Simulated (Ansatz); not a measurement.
## CuO (Tenorite): band structure with RPBE

The system is CuO (Tenorite).

```
Cu O
1.0
     2.34185   -1.71130    0.00000
     2.34185    1.71130    0.00000
    -0.85003    0.00000    5.05787
Cu O
2 2
Direct
  0.50000 0.00000 0.50000
  0.00000 0.50000 0.00000
  0.41840 0.58160 0.75000
  0.58160 0.41840 0.25000
```

| Item | Value |
| --- | --- |
| Program | Ansatz 0.2.0 |
| Task | band structure |
| Functional | RPBE |
| Potentials or basis | Ansatz PAW |
| Cutoff | 420 eV (not typed: the program's choice for these potentials) |
| k mesh | 10 × 10 × 5 |
| Occupations | fermi-dirac, width 0.05 eV |
| Spin | no spin polarisation |
| Path | [["G", "Y", "F", "L", "I"], ["I1", "Z", "F1"], ["Y", "X1"], ["X", "G", "N"], ["M", "G"]] |
| Points for each segment of the path | 14 |

* Pressure: 11.3 GPa
* Largest force: 0.191 eV/Å
* Band gap on the k mesh: none (metal or under the smearing width)

Forces in eV/Å, atoms in the order of the input:
```
Cu   0.000  0.000  0.000
Cu   0.000  0.000  0.000
O    0.000 -0.191  0.000
O    0.000  0.191  0.000
```

Stress tensor (GPa, compression positive):
```
11.30  0.00 -1.60
 0.00 11.64  0.00
-1.60  0.00 11.00
```

Levels at the corners of the path, in eV from the Fermi level:
| point | band 21 | band 22 | band 23 | band 24 | band 25 | band 26 | band 27 | band 28 | band 29 | band 30 |
| --- | --- | --- | --- | --- | --- | --- | --- | --- | --- | --- |
| Γ | -2.39 | -2.22 | -2.16 | -1.67 | 0.20 | 0.94 | 1.72 | 6.06 | 8.19 | 13.42 |
| Y | -2.14 | -2.12 | -1.66 | -1.22 | -0.67 | 1.06 | 3.38 | 7.16 | 8.54 | 10.07 |
| F | -1.91 | -1.85 | -1.34 | -1.34 | -0.66 | 0.19 | 4.28 | 6.19 | 8.76 | 9.58 |
| L | -1.67 | -1.67 | -1.32 | -1.32 | -0.41 | -0.41 | 5.25 | 5.25 | 9.07 | 9.07 |
| I | -1.81 | -1.81 | -1.50 | -1.50 | -0.29 | -0.29 | 5.88 | 5.88 | 9.17 | 9.17 |
| I1 | -1.81 | -1.81 | -1.50 | -1.50 | -0.29 | -0.29 | 5.88 | 5.88 | 9.17 | 9.17 |
| Z | -2.23 | -2.23 | -1.53 | -1.53 | 0.24 | 0.24 | 3.94 | 3.94 | 11.74 | 11.74 |
| F1 | -1.91 | -1.85 | -1.34 | -1.34 | -0.66 | 0.19 | 4.28 | 6.19 | 8.76 | 9.58 |
| Y | -2.14 | -2.12 | -1.66 | -1.22 | -0.67 | 1.06 | 3.38 | 7.16 | 8.54 | 10.07 |
| X1 | -2.09 | -2.02 | -1.41 | -1.32 | -1.31 | 0.89 | 4.89 | 7.23 | 7.75 | 9.93 |
| X | -2.09 | -2.02 | -1.41 | -1.32 | -1.31 | 0.89 | 4.89 | 7.23 | 7.75 | 9.93 |
| Γ | -2.39 | -2.22 | -2.16 | -1.67 | 0.20 | 0.94 | 1.72 | 6.06 | 8.19 | 13.42 |
| N | -2.06 | -1.61 | -1.53 | -1.42 | 0.01 | 0.25 | 4.91 | 6.34 | 6.98 | 11.17 |
| M | -2.21 | -2.15 | -1.73 | -1.61 | -0.09 | 0.74 | 5.14 | 6.57 | 8.11 | 8.61 |
| Γ | -2.39 | -2.22 | -2.16 | -1.67 | 0.20 | 0.94 | 1.72 | 6.06 | 8.19 | 13.42 |

Wall time 19 s on 2 threads of Intel(R) Xeon(R) Processor @ 2.50GHz (Skylake/Cascade Lake), with other jobs on the host, peak memory 0.45 GiB.

Caveat: the pressure holds a Pulay correction of +0.7 GPa for the finite cutoff; the run has no spin polarisation, though such a crystal can be magnetic; semilocal functionals often make such compounds metallic where correlation or magnetic order opens a gap, which also shifts bond lengths; the PAW data sets come from PBE, with cores solved anew for the run's functional, which leaves a small shift of forces and pressure. With open d or f shells a metallic result of RPBE can be an artefact of self-interaction; +U or a hybrid may open a gap.
